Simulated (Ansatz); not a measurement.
Runs of Ansatz 0.2.0 on In. The cell holds a slab with vacuum, 7 atoms: a = 3.364 Å, b = 3.364 Å, c = 31.200 Å, α = 90.00°, β = 90.00°, γ = 120.00°. The slab is cut from a database's or a generator's crystal, which needn't be the stable form of the element.

```csv
level,cutoff (eV),gap on the mesh (eV),largest force (eV/Å),work function (eV)
BLYP,420,none,0.39,3.46
r2SCAN,500,none,0.16,3.81
revPBE,420,none,(b),3.61
PBEsol,420,none,0.14,(c)
RPBE,420,none,0.23,3.59
LDA,420,none,0.14,(a)
PBE,420,none,0.14,3.73
```

Alike in all rows: task band structure; potentials or basis Ansatz PAW; no spin polarisation; cell the (0 0 1) slab of In, cut from the database cell, not relaxed; k mesh 9 × 9 × 1; smearing fermi-dirac 0.05 eV.

**Question.** Fill in the values left out.

**Answer.** (a) 4.04; (b) 0.21; (c) 3.83.

Caveats: spin-orbit coupling is left out, which moves the levels of the heavy elements; the PAW data sets come from PBE, with cores solved anew for the run's functional, which leaves a small shift of forces and pressure (some runs).

A k mesh can miss the band edges, and the runs leave out spin-orbit coupling on In.

A gap of «none» marks a metal or a gap under the smearing width.
